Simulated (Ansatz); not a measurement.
An element in the bcc structure gives these cold pressures by all-electron LAPW under PBE (Ansatz 0.2.0, scalar-relativistic, no spin polarisation).

```csv
V (Å³/atom),P (GPa)
23.40,0.01
21.06,5.26
18.72,15.89
16.38,37.5
14.04,84.0
11.70,188.6
9.36,457.6
```

Q: Which element is it?

A: Cd. Its zero-pressure volume in this structure is near 23.4 Å³/atom; the volume and the steepness of P(V) together point to it, though neighbours can come close. This is the case that was computed; others weren't tested.
